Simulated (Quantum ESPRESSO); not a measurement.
# Sr (Fm-3m) in Quantum ESPRESSO: settings compared, part 3 of 3

Quantum ESPRESSO 7.5. The steps go on from the part before.

## 5. Density of states, LDA+rVV10, collinear spin, ferromagnetic start

Contents of pw.in:

```
&CONTROL
  calculation = 'scf'
  prefix = 'pwscf'
  outdir = './tmp'
  pseudo_dir = './pseudo'
  tprnfor = .true.
  tstress = .true.
  disk_io = 'low'
/
&SYSTEM
  ibrav = 0
  nat = 1
  ntyp = 1
  ecutwfc = 36
  ecutrho = 216
  nbnd = 13
  input_dft = 'sla+pw+nogx+nogc+vv10'
  occupations = 'smearing'
  smearing = 'fd'
  degauss = 0.00367493
  nspin = 2
  starting_magnetization(1) = 0.05
  tot_magnetization = 1
/
&ELECTRONS
  conv_thr = 2d-10
  electron_maxstep = 120
  mixing_beta = 0.3
/
ATOMIC_SPECIES
Sr    87.6200 Sr.LDA_PW-JTH.UPF
CELL_PARAMETERS angstrom
   0.0000000000    3.0423500000    3.0423500000
   3.0423500000    0.0000000000    3.0423500000
   3.0423500000    3.0423500000    0.0000000000
ATOMIC_POSITIONS crystal
Sr     0.0000000000    0.0000000000    0.0000000000
K_POINTS automatic
8 8 8 0 0 0
```

Contents of pp_density.in:

```
&INPUTPP
  prefix = 'pwscf'
  outdir = './tmp'
  filplot = 'density.dat'
  plot_num = 0
/
&PLOT
  nfile = 1
  filepp(1) = 'density.dat'
  iflag = 3
  output_format = 6
  fileout = 'density.cube'
/
```

Contents of pp_potential.in:

```
&INPUTPP
  prefix = 'pwscf'
  outdir = './tmp'
  filplot = 'potential.dat'
  plot_num = 11
/
&PLOT
  nfile = 1
  filepp(1) = 'potential.dat'
  iflag = 3
  output_format = 6
  fileout = 'potential.cube'
/
```

Contents of pp_spin.in:

```
&INPUTPP
  prefix = 'pwscf'
  outdir = './tmp'
  filplot = 'spin.dat'
  plot_num = 6
/
&PLOT
  nfile = 1
  filepp(1) = 'spin.dat'
  iflag = 3
  output_format = 6
  fileout = 'spin.cube'
/
```

Contents of nscf.in:

```
&CONTROL
  calculation = 'nscf'
  prefix = 'pwscf'
  outdir = './tmp'
  pseudo_dir = './pseudo'
  disk_io = 'low'
/
&SYSTEM
  ibrav = 0
  nat = 1
  ntyp = 1
  ecutwfc = 36
  ecutrho = 216
  nbnd = 13
  input_dft = 'sla+pw+nogx+nogc+vv10'
  occupations = 'tetrahedra_opt'
  nspin = 2
  starting_magnetization(1) = 0.05
/
&ELECTRONS
  conv_thr = 1d-08
  electron_maxstep = 120
  mixing_beta = 0.3
/
ATOMIC_SPECIES
Sr    87.6200 Sr.LDA_PW-JTH.UPF
CELL_PARAMETERS angstrom
   0.0000000000    3.0423500000    3.0423500000
   3.0423500000    0.0000000000    3.0423500000
   3.0423500000    3.0423500000    0.0000000000
ATOMIC_POSITIONS crystal
Sr     0.0000000000    0.0000000000    0.0000000000
K_POINTS automatic
12 12 12 0 0 0
```

Contents of dos.in:

```
&DOS
  prefix = 'pwscf'
  outdir = './tmp'
  fildos = 'dos.dat'
  Emin = -15
  Emax = 10
  DeltaE = 0.05
/
```

Potentials or basis: JTH 2.0 LDA.

Launch:

```sh
$ OMP_NUM_THREADS=1 pw.x -in pw.in > pw.out
$ OMP_NUM_THREADS=1 pp.x -in pp_density.in > pp_density.out
$ OMP_NUM_THREADS=1 pp.x -in pp_potential.in > pp_potential.out
$ OMP_NUM_THREADS=1 pp.x -in pp_spin.in > pp_spin.out
$ OMP_NUM_THREADS=1 pw.x -in nscf.in > nscf.out
$ OMP_NUM_THREADS=1 dos.x -in dos.in > dos.out
```

pw.out:

```text
This program is part of the open-source Quantum ESPRESSO suite
     for quantum simulation of materials; please cite
         "P. Giannozzi et al., J. Phys.:Condens. Matter 21 395502 (2009);
         "P. Giannozzi et al., J. Phys.:Condens. Matter 29 465901 (2017);
         "P. Giannozzi et al., J. Chem. Phys. 152 154105 (2020);
     in publications or presentations arising from this work. More details at

     file Sr.LDA_PW-JTH.UPF: wavefunction(s)  5S 0P 4D 0D renormalized

     IMPORTANT: XC functional enforced from input :
     Exchange-correlation= SLA+PW+NOGX+NOGC+VV10
                           (   1   4   0   0  26   0   0)
     Any further DFT definition will be discarded
     Please, verify this is what you really want

     Message from routine  set_nelup_neldw :
     BEWARE: non-integer number of up and down electrons!
     Message from routine setup:
     using ibrav=0 with symmetry is DISCOURAGED, use correct ibrav instead

     G-vector sticks info
     --------------------
     sticks:   dense  smooth     PW     G-vecs:    dense   smooth      PW
     Sum         979     649    199                20275    11017    1917

     Using Slab Decomposition

     bravais-lattice index     =            0
     lattice parameter (alat)  =       8.1306  a.u.
     unit-cell volume          =     380.0617 (a.u.)^3
     number of atoms/cell      =            1
     number of atomic types    =            1
     number of electrons       =        10.00 (up:   5.50, down:   4.50)
     number of Kohn-Sham states=           13
     kinetic-energy cutoff     =      36.0000  Ry
     charge density cutoff     =     216.0000  Ry
     scf convergence threshold =      2.0E-10
     mixing beta               =       0.3000
     number of iterations used =            8  plain     mixing
     Exchange-correlation= SLA+PW+NOGX+NOGC+VV10
                           (   1   4   0   0  26   0   0)

     celldm(1)=   8.130608  celldm(2)=   0.000000  celldm(3)=   0.000000
     celldm(4)=   0.000000  celldm(5)=   0.000000  celldm(6)=   0.000000

     crystal axes: (cart. coord. in units of alat)
               a(1) = (   0.000000   0.707107   0.707107 )
               a(2) = (   0.707107   0.000000   0.707107 )
               a(3) = (   0.707107   0.707107   0.000000 )

     reciprocal axes: (cart. coord. in units 2 pi/alat)
               b(1) = ( -0.707107  0.707107  0.707107 )
               b(2) = (  0.707107 -0.707107  0.707107 )
               b(3) = (  0.707107  0.707107 -0.707107 )

     PseudoPot. # 1 for Sr read from file:
     Sr.LDA_PW-JTH.UPF
     Pseudo is Projector augmented-wave + core cor, Zval = 10.0
     Generated using ATOMPAW code
     Shape of augmentation charge: SINC**2
     Using radial grid of 1068 points,  6 beta functions with:
                l(1) =   0
                l(2) =   0
                l(3) =   1
                l(4) =   1
                l(5) =   2
                l(6) =   2
     Q(r) pseudized with 0 coefficients

     atomic species   valence    mass     pseudopotential
     Sr               10.00    87.62000     Sr( 1.00)

     Starting magnetic structure
     atomic species   magnetization
     Sr              0.050

     48 Sym. Ops., with inversion, found

   Cartesian axes

     site n.     atom                  positions (alat units)
         1        Sr     tau(   1) = (   0.0000000   0.0000000   0.0000000  )

     number of k points=    29  Fermi-Dirac smearing, width (Ry)=  0.0037
                       cart. coord. in units 2pi/alat
        k(    1) = (   0.0000000   0.0000000   0.0000000), wk =   0.0019531
        k(    2) = (   0.0883883   0.0883883  -0.0883883), wk =   0.0156250
        k(    3) = (   0.1767767   0.1767767  -0.1767767), wk =   0.0156250
        k(    4) = (   0.2651650   0.2651650  -0.2651650), wk =   0.0156250
        k(    5) = (  -0.3535534  -0.3535534   0.3535534), wk =   0.0078125
        k(    6) = (   0.1767767   0.0000000   0.0000000), wk =   0.0117188
[... 21 lines left out ...]
        k(   28) = (  -0.7071068   0.1767767  -0.0000000), wk =   0.0234375
        k(   29) = (  -0.7071068   0.3535534   0.0000000), wk =   0.0117188

     Dense  grid:    20275 G-vectors     FFT dimensions: (  40,  40,  40)

     Smooth grid:    11017 G-vectors     FFT dimensions: (  32,  32,  32)

     Check: negative core charge=   -0.000017
     Generating pointlists ...
     new r_m :   0.4125 (alat units)  3.3539 (a.u.) for type    1

     Initial potential from superposition of free atoms

     starting charge       9.9757, renormalised to      10.0000

Carrying out rVV10 run using the following parameters:
Nqs =      20    Nr_points =    1024   r_max =   100.000
b_value =  6.30000    beta =  0.00901
     q_mesh =  0.00010000  0.00030000  0.00058939  0.00100810
               0.00161396  0.00249058  0.00375900  0.00559430
               0.00824984  0.01209221  0.01765183  0.02569619
               0.03733578  0.05417739  0.07854596  0.11380545
               0.16482331  0.23864234  0.34545298  0.50000000

Gradients computed in Reciprocal space

     Starting wfcs are   18 randomized atomic wfcs

     Self-consistent Calculation

     iteration #  1     ecut=    36.00 Ry     beta= 0.30
     Davidson diagonalization with overlap
     ethr =  1.00E-02,  avg # of iterations =  6.8

     Threshold (ethr) on eigenvalues was too large:
     Diagonalizing with lowered threshold

     Davidson diagonalization with overlap
     ethr =  2.79E-04,  avg # of iterations =  2.4

     total energy              =    -252.68431383 Ry
     estimated scf accuracy    <       0.02929945 Ry
[... 74 lines left out ...]
     iteration #  9     ecut=    36.00 Ry     beta= 0.30
     Davidson diagonalization with overlap
     ethr =  1.52E-11,  avg # of iterations =  1.6

     Magnetic moment per site  (integrated on atomic sphere of radius R)
     atom   1 (R=0.412)  charge=  9.0204  magn=  0.5398

     End of self-consistent calculation

 ------ SPIN UP ------------

          k = 0.0000 0.0000 0.0000 (  1411 PWs)   bands (ev):

   -31.8363 -13.7756 -13.7756 -13.7756   0.6568   6.6884   6.6884   6.6884
     8.1720   8.1720  11.2610  13.2330  13.2330
[... 93 lines left out ...]
   -31.8191 -13.9277 -13.8887 -13.8321   4.2544   4.5545   5.1385   7.7426
     8.0016   9.0314  10.3112  11.0286  11.6663

          k =-0.7071 0.0000 0.0000 (  1362 PWs)   bands (ev):

   -31.8187 -13.9594 -13.8469 -13.8469   3.7013   4.7053   5.3220   9.2418
     9.4413   9.4413   9.5381   9.5381   9.8714

          k = 0.3536 0.1768 0.0000 (  1385 PWs)   bands (ev):
[... 26 lines left out ...]
   -31.8200 -13.9157 -13.8901 -13.8269   3.9563   4.9308   5.0163   7.0755
     8.6397   8.7621  10.5041  10.8876  12.5709

          k =-0.7071 0.1768-0.0000 (  1390 PWs)   bands (ev):

   -31.8187 -13.9431 -13.8635 -13.8478   3.9897   4.7687   5.1988   7.4921
     9.5407   9.5419   9.5805   9.6596  11.4251

          k =-0.7071 0.3536 0.0000 (  1384 PWs)   bands (ev):

   -31.8187 -13.9035 -13.9035 -13.8488   4.4260   4.9551   4.9551   6.4513
     9.5435   9.5673   9.7564   9.7564  12.0605

 ------ SPIN DOWN ----------

          k = 0.0000 0.0000 0.0000 (  1411 PWs)   bands (ev):

   -31.7155 -13.6173 -13.6173 -13.6173   1.4312   7.1967   7.1967   7.1967
     8.5785   8.5785  12.1082  14.0277  14.0277
[... 93 lines left out ...]
   -31.6993 -13.7580 -13.7220 -13.6699   4.9567   5.2273   5.8625   8.2647
     8.6240   9.4064  10.7040  11.4954  12.2419

          k =-0.7071 0.0000 0.0000 (  1362 PWs)   bands (ev):

   -31.6989 -13.7873 -13.6836 -13.6836   4.4057   5.3311   6.0976   9.5806
     9.8695   9.8695  10.1975  10.1975  10.3881

          k = 0.3536 0.1768 0.0000 (  1385 PWs)   bands (ev):
[... 26 lines left out ...]
   -31.7001 -13.7469 -13.7234 -13.6650   4.6931   5.5950   5.6962   7.6495
     9.0659   9.2640  10.9535  11.3495  13.0959

          k =-0.7071 0.1768-0.0000 (  1390 PWs)   bands (ev):

   -31.6989 -13.7722 -13.6989 -13.6844   4.6924   5.4110   5.9423   8.1046
     9.8717   9.9777  10.0558  10.2821  11.9328

          k =-0.7071 0.3536 0.0000 (  1384 PWs)   bands (ev):

   -31.6989 -13.7357 -13.7357 -13.6852   5.1295   5.6411   5.6411   7.0827
     9.8739   9.9941  10.3085  10.3085  12.5102

     the spin up/dw Fermi energies are     4.8739    3.9173 ev

!    total energy              =    -252.70770243 Ry
     total all-electron energy =      -252.707702 Ry
     estimated scf accuracy    <          1.6E-10 Ry
     smearing contrib. (-TS)   =      -0.00103906 Ry
     internal energy E=F+TS    =    -252.70666337 Ry

     The total energy is F=E-TS. E is the sum of the following terms:
     one-electron contribution =     -24.50900484 Ry
     hartree contribution      =      14.58643045 Ry
     xc contribution           =     -12.06953181 Ry
     ewald contribution        =     -39.87385625 Ry
     one-center paw contrib.   =    -190.84070092 Ry

     total magnetization       =     1.00 Bohr mag/cell
     absolute magnetization    =     1.00 Bohr mag/cell

     convergence has been achieved in   9 iterations

     Forces acting on atoms (cartesian axes, Ry/au):

     atom    1 type  1   force =     0.00000000    0.00000000    0.00000000

     Total force =     0.000000     Total SCF correction =     0.000000

     Computing stress (Cartesian axis) and pressure

          total   stress  (Ry/bohr**3)                   (kbar)     P=      -19.67
  -0.00013375  -0.00000000  -0.00000000          -19.67       -0.00       -0.00
  -0.00000000  -0.00013375  -0.00000000           -0.00      -19.67       -0.00
  -0.00000000  -0.00000000  -0.00013375           -0.00       -0.00      -19.67

=------------------------------------------------------------------------------=
   JOB DONE.
=------------------------------------------------------------------------------=
```

Wall time 56 s (1 thread of Arm Neoverse V2, shared host); peak memory 0.12 GiB.

Results:

| Property | Result |
| --- | --- |
| Free energy | -3438.2634 eV |
| Pressure | -2.0 GPa |
| Net moment | 1.00 μB per cell |
| Absolute moment | 1.00 μB per cell |
| Site moments | Sr +0.54 μB |
| Valence electrons inside the program's atomic spheres | Sr 9.02 |

Caveat: rVV10's parameter b was fitted to another functional; the cutoff is low for these files, which shifts pressure and relaxed volume; the total moment is fixed, so each spin has its own Fermi level.

## 6. The runs side by side

| task | level | potentials or basis | spin | fixed moment (μB) | cell | cutoff (eV) | smearing | mixing beta | dos occupations | form of the LDA correlation | rVV10 parameter b | gap on the mesh (eV) | pressure (GPa) |
| --- | --- | --- | --- | --- | --- | --- | --- | --- | --- | --- | --- | --- | --- |
| projected density of states | PBEint+D2 | PseudoDojo 0.4 FR PBE stringent | SOC, no magnetisation | - | as given | 925 | gaussian 0.05 eV | 0.5 | tetrahedra_opt | - | - | none | -1.8 |
| real-space fields | PW91 | PseudoDojo 0.4 FR PBE stringent | SOC, no magnetisation | - | as given | 925 | methfessel-paxton 0.1 eV | 0.5 | - | - | - | none | -0.5 |
| real-space fields | N12 | PseudoDojo 0.4 FR PBEsol stringent | SOC, no magnetisation | - | volume scaled by 0.8 | 925 | fermi-dirac 0.05 eV | 0.5 | - | - | - | - | 3.2 |
| density of states | LDA+rVV10 | JTH 2.0 LDA | collinear, ferromagnetic start | 1 | as given | 490 | fermi-dirac 0.05 eV | 0.3 | tetrahedra_opt | PW92 | 6.3 | - | -2.0 |

Alike in all rows: k mesh 8 × 8 × 8.

Caveats: the potentials were made for another functional, which shifts forces and pressure (some runs); D2 keeps the scale fitted for PBE (some runs); pairwise dispersion overbinds metals, which lowers pressure and volume (some runs); rVV10's parameter b was fitted to another functional (some runs); the cutoff is low for these files, which shifts pressure and relaxed volume (some runs); the total moment is fixed, so each spin has its own Fermi level (some runs).

Total energies depend on the potentials used, so only differences within one code and one set of settings carry meaning.
